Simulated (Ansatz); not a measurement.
# SiC (Moissanite) (P6_3mc) in Ansatz: further runs

Runs on SiC (Moissanite). Level: BLYP. Tasks: single point, equation of state.

Program: Ansatz 0.2.0. These are calculated values, not measurements. Logs are shortened: lines on timing, memory, paths and dates and some standing lists are left out, and cuts for length are marked.

## (1) The crystal as given

Symmetry: P6_3mc, No. 186, hexagonal system. The conventional cell has a = 3.076 Å, b = 3.076 Å, c = 5.048 Å, α = 90.00°, β = 90.00°, γ = 120.00°. Si (site symmetry 3m) has 4 C at 1.87 to 1.94 Å as nearest neighbours. C (site symmetry 3m) has 4 Si at 1.87 to 1.94 Å as nearest neighbours.

## (2) Single point, BLYP, 9.72 Å³/atom (volume scaled by 0.94)

File input.yaml:

```yaml
crystal:
  lattice:
    - [3.0132068704, 0.0, 0.0]
    - [-1.5066034352, 2.6095136966, 0.0]
    - [0.0, 0.0, 4.9449506768]
  atoms:
    - { symbol: Si, position: [0.6666666667, 0.3333333333, 0.5] }
    - { symbol: Si, position: [0.3333333333, 0.6666666667, 0.0] }
    - { symbol: C, position: [0.6666666667, 0.3333333333, 0.885] }
    - { symbol: C, position: [0.3333333333, 0.6666666667, 0.385] }
hamiltonian:
  xc: blyp
  pseudopotentials: { kind: paw }
kpoints:
  mp_grid: { grid: [10, 10, 5] }
scf:
  occupations: { method: fermi_dirac, width: 0.05 }
output:
  forces: true
  stress: true
  eigenvalues: true
```

Potentials or basis: Ansatz PAW.

Started as:

```console
> ansatz run input.yaml --threads 2 --pin off --max-ram 5120MiB --backend cpu --events-out ev --progress --plain --runs-dir out
```

The program printed:

```text
Warning: RAYON_NUM_THREADS=2 ignored (pool sized by the plan → 2); use --threads N
Engine: ansatz 0.2.0, aarch64-unknown-linux-gnu
Pseudopotentials: kind: paw
Pseudopotential: Si, paw, valence charge 4, recommended cutoff 420 eV (normal), Si.paw.azcp
Pseudopotential: C, paw, valence charge 4, recommended cutoff 420 eV (normal), C.paw.azcp
Functional definition: BLYP
  parameter beta = 0.0042
  parameter a = 0.04918
  parameter b = 0.132
  parameter c = 0.2533
  parameter d = 0.349
  exchange = b88_x(beta = beta)
  correlation = lyp_c(a = a, b = b, c = c, d = d)
Crystal: 4 atoms, lattice volume = 38.882 Å³
Basis set: ecut = 420 eV, 749 PW (Γ), exchange–correlation on 48×48×72 points (8 copies of the dense FFT grid, shifted against one another)
Bands: 12, of which v1, the nominal top of the filled ones, is band 8 counted from 1 (7 counted from 0)
Symmetry: 12 space group operations
Space group: P63mc (ITA 186), of the structure as read, at distance tolerance 3.4e-5 Å
k-points: 42 of 500 (time reversal used)
Non-local potential: Si, projectors of the file, l = 0: 2, l = 1: 2, l = 2: 2
Non-local potential: C, projectors of the file, l = 0: 2, l = 1: 2, l = 2: 1
PAW form: soft (Blöchl's): semilocal exchange-correlation on the pseudo side does not see the compensation charge
PAW frozen core: Si, regenerated for the run's functional, and the local potential with it (the file was generated under x = pbe(κ = 0.804, μ = 0.2195149727645171), c = pbe(β = 0.06672455060314922))
PAW frozen core: C, regenerated for the run's functional, and the local potential with it (the file was generated under x = pbe(κ = 0.804, μ = 0.2195149727645171), c = pbe(β = 0.06672455060314922))
PAW one-centre angular grid: Si, 110 points (default); XC on 64 Gauss nodes
PAW one-centre angular grid: C, 110 points (default); XC on 64 Gauss nodes
Initial density: superposition of atomic densities (neutral atoms: chi_scale 0, normalization atom), corrected by the library's trained network
Initial wavefunctions: pseudopotential atomic-orbital guess
Functional: x = b88, c = lyp
SCF iter   1: F=—  HF=-1782.772935 eV  |F-HF|=—  |Δ(HF+E_count)|=         —  Δρ=1.58e-2  dr2=9.66e-2  ethr=1.77e-3  ⟨swp⟩=5.3  Hψ=3338  notcnv=0
preconditioner: auto → none  [insulator: Δε(μ)=2.941 eV  Ē_g=12.559 eV  σ=0.050 eV  W_gap=1.00  n_scr=2 (ndim 8)  ℏωp=23.8 eV  f_vac=0.000  D(μ)=0.00/eV (n_scr^D=0)  ε∞_Penn≈4.6]
SCF iter   2: F=—  HF=-1782.741164 eV  |F-HF|=—  |Δ(HF+E_count)|=   3.18e-2  Δρ=3.40e-3  dr2=4.70e-3  ethr=6.04e-4  ⟨swp⟩=2.6  Hψ=1285  notcnv=0
SCF iter   3: F=—  HF=-1782.739673 eV  |F-HF|=—  |Δ(HF+E_count)|=   1.49e-3  Δρ=1.28e-3  dr2=5.59e-4  ethr=2.94e-5  ⟨swp⟩=2.5  Hψ=844  notcnv=0
SCF iter   4: F=—  HF=-1782.739523 eV  |F-HF|=—  |Δ(HF+E_count)|=   1.50e-4  Δρ=3.29e-4  dr2=3.36e-5  ethr=3.50e-6  ⟨swp⟩=2.0  Hψ=838  notcnv=0
SCF iter   5: F=—  HF=-1782.739535 eV  |F-HF|=—  |Δ(HF+E_count)|=   1.15e-5  Δρ=4.22e-5  dr2=5.44e-7  ethr=2.10e-7  ⟨swp⟩=2.2  Hψ=850  notcnv=0
SCF iter   6: F=-1782.739535 eV  HF=-1782.739535 eV  |F-HF|=2.33e-10  |Δ(HF+E_count)|=   2.96e-8  Δρ=2.93e-6  dr2=2.55e-9  ethr=6.25e-10  ⟨swp⟩=5.9  Hψ=2599  notcnv=0
SCF 1 converged in 6 iterations: F = -1782.739535 eV  dr2 = 2.55e-9
SCF converged after 6 iterations
Free energy (F): -1782.739535 eV
Harris-Foulkes:  -1782.739535 eV  (|F-HF|=2.33e-10)
Internal energy: -1782.739535 eV  (E = F + TS)
E sigma→0 (E₀):  -1782.739535 eV
Fermi energy:    12.314777 eV
--- Per-component energies (eV) ---
  E_band       = 75.308843
  E_kinetic    = 281.709165
  E_local      = -211.633161  (includes V_loc(G=0)·N_el)
  E_nonlocal   = 109.035653
  E_hartree    = 66.734129
  E_xc         = -209.560730
  E_vxc        = -216.371320  (∫ρ·V_xc dr)
  E_paw        = -1238.637320  (= ΣΔE_a)
  E_vpaw       = -20.899353  (= ΣTr[D̂ρ^β])
  E_aug_tail   = 0.000030  (compensation charges beyond the density's cutoff)
  E_ewald      = -580.419505
  E_core_change = 0.032204  (= ΣΔE_core)
  E_smearing   = -0.000000  (= −TS)
  E_closure    = -0.000000  (closes the sum)
  Σ components = -1782.739535   (vs F -1782.739535, Δ=0.00e0)
--- Forces (eV/Å), atoms counted from 1 ---
  atom   1  Si     0.00000000     0.00000000     0.86128265
  atom   2  Si     0.00000000    -0.00000000     0.86128265
  atom   3  C      0.00000000     0.00000000    -0.86126696
  atom   4  C     -0.00000000    -0.00000000    -0.86126696
  max |Σ_I F_I| component: 3.14e-5 eV/Å
--- Stress (GPa, compression-positive) ---
       26.461419       0.000000       0.000000
        0.000000      26.461419       0.000000
        0.000000       0.000000      19.790827
  P = ⅓ Tr σ = 24.2379 GPa (242.379 kbar)
--- Band table (eV; the first three rows and the last of 42) ---
  k-point 0: bands = ["-5.0920", "-1.4177", "2.1027", "9.4095", "9.4095", "10.7001", "10.7001", "10.9815", "16.2893", "17.8072", "17.9792", "17.9792"]
  k-point 1: bands = ["-4.8896", "-2.1592", "3.1731", "9.5173", "9.5173", "9.9289", "10.5590", "10.5590", "16.4705", "18.0406", "18.0406", "18.4874"]
  k-point 2: bands = ["-4.2915", "-3.3362", "5.3036", "7.7149", "9.8132", "9.8132", "10.2097", "10.2097", "16.9986", "17.8093", "18.3499", "18.3499"]
  k-point 41: bands = ["-0.4122", "-0.0493", "2.9455", "3.2732", "4.8472", "5.6419", "8.7410", "9.1843", "16.0875", "16.3351", "17.1147", "18.2810"]
```

Run time: 1.2 s. Hardware: 2 threads of Arm Neoverse V2, shared host; peak memory 0.3 GiB.

Results:

```
Free energy            : -1782.7395 eV
Pressure               : 24.2 GPa
Largest force          : 0.861 eV/Å
Band gap on the k mesh : 2.74 eV, indirect (least direct gap 4.47 eV)
```

Caveat: odd divisions of the mesh miss points on the zone boundary, where band edges often lie, so the gap on the mesh can be too wide; the pressure holds a Pulay correction of +0.4 GPa for the finite cutoff; the PAW data sets come from PBE, with cores solved anew for the run's functional, which leaves a small shift of forces and pressure.

## (3) Single point, BLYP, 9.93 Å³/atom (volume scaled by 0.96)

Changes to input.yaml since step 2:

```diff
@@ -2,5 +2,5 @@
   lattice:
-    - [3.0132068704, 0.0, 0.0]
-    - [-1.5066034352, 2.6095136966, 0.0]
-    - [0.0, 0.0, 4.9449506768]
+    - [3.0344273363, 0.0, 0.0]
+    - [-1.5172136681, 2.6278911591, 0.0]
+    - [0.0, 0.0, 4.9797754205]
   atoms:
```

Potentials or basis: Ansatz PAW.

Started as:

```console
> ansatz run input.yaml --threads 2 --pin off --max-ram 5120MiB --backend cpu --events-out ev --progress --plain --runs-dir out
```

It took 1.1 s on 2 threads of Arm Neoverse V2, shared host; peak memory 0.3 GiB.

Results (log left out):

```yaml
Free_energy: -1782.8494 eV
Pressure: 18.4 GPa
Largest_force: 0.826 eV/Å
Band_gap_on_the_k_mesh: 2.77 eV, indirect (least direct gap 4.42 eV)
```

Caveat: odd divisions of the mesh miss points on the zone boundary, where band edges often lie, so the gap on the mesh can be too wide; the pressure holds a Pulay correction of +0.4 GPa for the finite cutoff; the PAW data sets come from PBE, with cores solved anew for the run's functional, which leaves a small shift of forces and pressure.

## (4) Single point, BLYP, 10.13 Å³/atom (volume scaled by 0.98)

Changes to input.yaml since step 3:

```diff
@@ -2,5 +2,5 @@
   lattice:
-    - [3.0344273363, 0.0, 0.0]
-    - [-1.5172136681, 2.6278911591, 0.0]
-    - [0.0, 0.0, 4.9797754205]
+    - [3.0553550827, 0.0, 0.0]
+    - [-1.5276775413, 2.6460151191, 0.0]
+    - [0.0, 0.0, 5.0141197845]
   atoms:
```

Started as:

```console
> ansatz run input.yaml --threads 2 --pin off --max-ram 5120MiB --backend cpu --events-out ev --progress --plain --runs-dir out
```

Run time: 1.2 s. Hardware: 2 threads of Arm Neoverse V2, shared host; peak memory 0.3 GiB.

Results (log left out):

| Item | Value |
| --- | --- |
| Free energy | -1782.9303 eV |
| Pressure | 13.1 GPa |
| Largest force | 0.792 eV/Å |
| Band gap on the k mesh | 2.80 eV, indirect (least direct gap 4.37 eV) |

Caveat: odd divisions of the mesh miss points on the zone boundary, where band edges often lie, so the gap on the mesh can be too wide; the pressure holds a Pulay correction of +0.4 GPa for the finite cutoff; the PAW data sets come from PBE, with cores solved anew for the run's functional, which leaves a small shift of forces and pressure.

## (5) Single point, BLYP, 10.34 Å³/atom

Changes to input.yaml since step 4:

```diff
@@ -2,5 +2,5 @@
   lattice:
-    - [3.0553550827, 0.0, 0.0]
-    - [-1.5276775413, 2.6460151191, 0.0]
-    - [0.0, 0.0, 5.0141197845]
+    - [3.076, 0.0, 0.0]
+    - [-1.538, 2.663894142, 0.0]
+    - [0.0, 0.0, 5.048]
   atoms:
```

Started as:

```console
> ansatz run input.yaml --threads 2 --pin off --max-ram 5120MiB --backend cpu --events-out ev --progress --plain --runs-dir out
```

Run time: 1.2 s. Hardware: 2 threads of Arm Neoverse V2, shared host; peak memory 0.3 GiB.

It converged, with:

| Property | Result |
| --- | --- |
| Free energy | -1782.9851 eV |
| Pressure | 8.2 GPa |
| Largest force | 0.760 eV/Å |
| Band gap on the k mesh | 2.82 eV, indirect (least direct gap 4.33 eV) |

Caveat: odd divisions of the mesh miss points on the zone boundary, where band edges often lie, so the gap on the mesh can be too wide; the pressure holds a Pulay correction of +0.4 GPa for the finite cutoff; the PAW data sets come from PBE, with cores solved anew for the run's functional, which leaves a small shift of forces and pressure.

## (6) Single point, BLYP, 10.55 Å³/atom (volume scaled by 1.02)

Changes to input.yaml since step 5:

```diff
@@ -2,5 +2,5 @@
   lattice:
-    - [3.076, 0.0, 0.0]
-    - [-1.538, 2.663894142, 0.0]
-    - [0.0, 0.0, 5.048]
+    - [3.0963714546, 0.0, 0.0]
+    - [-1.5481857273, 2.6815363392, 0.0]
+    - [0.0, 0.0, 5.0814314379]
   atoms:
```

Potentials or basis: Ansatz PAW.

Started as:

```console
> ansatz run input.yaml --threads 2 --pin off --max-ram 5120MiB --backend cpu --events-out ev --progress --plain --runs-dir out
```

Wall time 1.2 s (2 threads of Arm Neoverse V2, shared host); peak memory 0.3 GiB.

Results (log left out):

| Property | Result |
| --- | --- |
| Free energy | -1783.0162 eV |
| Pressure | 3.9 GPa |
| Largest force | 0.730 eV/Å |
| Band gap on the k mesh | 2.81 eV, indirect (least direct gap 4.28 eV) |

Caveat: odd divisions of the mesh miss points on the zone boundary, where band edges often lie, so the gap on the mesh can be too wide; the pressure holds a Pulay correction of +0.4 GPa for the finite cutoff; the PAW data sets come from PBE, with cores solved anew for the run's functional, which leaves a small shift of forces and pressure.

## (7) Single point, BLYP, 10.75 Å³/atom (volume scaled by 1.04)

Changes to input.yaml since step 6:

```diff
@@ -2,5 +2,5 @@
   lattice:
-    - [3.0963714546, 0.0, 0.0]
-    - [-1.5481857273, 2.6815363392, 0.0]
-    - [0.0, 0.0, 5.0814314379]
+    - [3.1164783262, 0.0, 0.0]
+    - [-1.5582391631, 2.6989494007, 0.0]
+    - [0.0, 0.0, 5.1144286705]
   atoms:
@@ -21 +21,5 @@
   eigenvalues: true
+  write_density: true
+  write_potential: true
+  elf: true
+  volumetric_format: npy
```

Started as:

```console
> ansatz run input.yaml --threads 2 --pin off --max-ram 5120MiB --backend cpu --events-out ev --progress --plain --runs-dir out
```

Run time: 1.6 s. Hardware: 2 threads of Arm Neoverse V2, shared host; peak memory 0.31 GiB.

The run converged. Its results:

```
Free energy            : -1783.0257 eV
Pressure               : -0.1 GPa
Largest force          : 0.702 eV/Å
Band gap on the k mesh : 2.77 eV, indirect (least direct gap 4.24 eV)
```

Caveat: odd divisions of the mesh miss points on the zone boundary, where band edges often lie, so the gap on the mesh can be too wide; the pressure holds a Pulay correction of +0.4 GPa for the finite cutoff; the PAW data sets come from PBE, with cores solved anew for the run's functional, which leaves a small shift of forces and pressure.

## (8) Single point, BLYP, 10.96 Å³/atom (volume scaled by 1.06)

Changes to input.yaml since step 7:

```diff
@@ -2,5 +2,5 @@
   lattice:
-    - [3.1164783262, 0.0, 0.0]
-    - [-1.5582391631, 2.6989494007, 0.0]
-    - [0.0, 0.0, 5.1144286705]
+    - [3.1363290418, 0.0, 0.0]
+    - [-1.5681645209, 2.7161406248, 0.0]
+    - [0.0, 0.0, 5.1470055276]
   atoms:
```

Started as:

```console
> ansatz run input.yaml --threads 2 --pin off --max-ram 5120MiB --backend cpu --events-out ev --progress --plain --runs-dir out
```

Run time: 1.6 s. Hardware: 2 threads of Arm Neoverse V2, shared host; peak memory 0.31 GiB.

The run converged. Its results:

- Free energy: -1783.0156 eV
- Pressure: -3.7 GPa
- Largest force: 0.675 eV/Å
- Band gap on the k mesh: 2.73 eV, indirect (least direct gap 4.19 eV)

Caveat: odd divisions of the mesh miss points on the zone boundary, where band edges often lie, so the gap on the mesh can be too wide; the pressure holds a Pulay correction of +0.3 GPa for the finite cutoff; the PAW data sets come from PBE, with cores solved anew for the run's functional, which leaves a small shift of forces and pressure.

## (9) Equation of state, BLYP

Potentials or basis: Ansatz PAW.

No new run: the results of the series are fitted here.

Results:

* Equilibrium volume: 10.75 Å³/atom
* Bulk modulus at fixed shape and positions: 197 GPa
* Pressure derivative of the bulk modulus: 4.0

Energy against volume, from the lowest point:
| volume (Å³/atom) | energy (meV/atom) |
| --- | --- |
| 9.721 | 71.54 |
| 9.927 | 44.08 |
| 10.134 | 23.85 |
| 10.341 | 10.14 |
| 10.548 | 2.38 |
| 10.755 | 0.00 |
| 10.961 | 2.52 |

Caveat: the potentials were made for another functional, which shifts forces and pressure; the cell was scaled at fixed shape and fractional positions, which overstates the stiffness of a crystal with free parameters, most of all of layers and chains.
